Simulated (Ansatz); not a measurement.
Cell and atoms are relaxed with the symmetry kept. Start:

```cif
data_structure
_symmetry_space_group_name_H-M 'P6_3/mmc'
_symmetry_Int_Tables_number 194
_cell_length_a 3.5182
_cell_length_b 3.5182
_cell_length_c 13.9736
_cell_angle_alpha 90.000
_cell_angle_beta 90.000
_cell_angle_gamma 120.000
_cell_volume 149.79
loop_
_atom_site_label
_atom_site_type_symbol
_atom_site_symmetry_multiplicity
_atom_site_Wyckoff_symbol
_atom_site_fract_x
_atom_site_fract_y
_atom_site_fract_z
_atom_site_occupancy
Te1 Te 4 f 0.33333 0.66667 0.62100 1
Mo1 Mo 2 c 0.33333 0.66667 0.25000 1
```

The calculation used DFT PBE+D3(BJ), scalar-relativistic, plane waves, PAW in Ansatz.

Plane waves to 420 eV, a k mesh through Γ of 12×12×2 on the computed 6-atom cell and Gaussian smearing (0.02 eV); no spin polarisation.

What does it relax to?

The volume goes down by 0.79 Å³/atom to 24.18 Å³/atom, and the energy falls by 3.8 meV/atom. Final structure:
```
CELL_PARAMETERS angstrom
3.49640 0.00000 0.00000
-1.74820 3.02797 0.00000
0.00000 0.00000 13.70084
ATOMIC_POSITIONS crystal
Te 0.33333 0.66667 0.61734
Te 0.66667 0.33333 0.11734
Te 0.33333 0.66667 0.88266
Te 0.66667 0.33333 0.38266
Mo 0.33333 0.66667 0.25000
Mo 0.66667 0.33333 0.75000
```

 An atom lies near a switch of its D3 coefficient C6 between reference coordination numbers, so the dispersion energy changes steeply there and can make or shift the minimum.